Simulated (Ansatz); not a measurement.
Runs of Ansatz 0.2.0 on Co. Symmetry: P-3m1, No. 164, trigonal system. The conventional cell has a = 2.487 Å, b = 2.487 Å, c = 4.063 Å, α = 90.00°, β = 90.00°, γ = 120.00°. Around Co (site symmetry 3m) lie 12 Co at 2.42 to 2.55 Å.

| spin | fixed moment (μB) | k mesh | gap on the mesh (eV) | pressure (GPa) | moment (μB) | largest force (eV/Å) |
| --- | --- | --- | --- | --- | --- | --- |
| collinear, ferromagnetic start | 4.0 | 10 × 10 × 6 | - | (b) | 4.00 | 0.49 |
| collinear, antiferromagnetic start | - | 12 × 12 × 7 | none | -9.3 | 3.26 | 0.44 |
| collinear, ferromagnetic start | 2.0 | 10 × 10 × 6 | - | -16.8 | 2.00 | (a) |
| collinear, ferromagnetic start | 1.0 | 10 × 10 × 6 | - | -20.0 | 1.00 | 0.54 |
| collinear, ferromagnetic start | - | 12 × 12 × 7 | none | -9.3 | 3.26 | 0.44 |

Alike in all rows: task single point; level PBEsol; potentials or basis Ansatz PAW; cell as given; cutoff (eV) 420; smearing fermi-dirac 0.05 eV.

Problem. Fill in the values left out.

Solution. (a) 0.56; (b) -1.6.

Caveats: the PAW data sets come from PBE, with cores solved anew for the run's functional, which leaves a small shift of forces and pressure; the total moment is fixed, so each spin has its own Fermi level (some runs); the thresholds are loose for stress (some runs); the starting moments weren't kept (some runs).

A gap of «none» marks a metal or a gap under the smearing width.
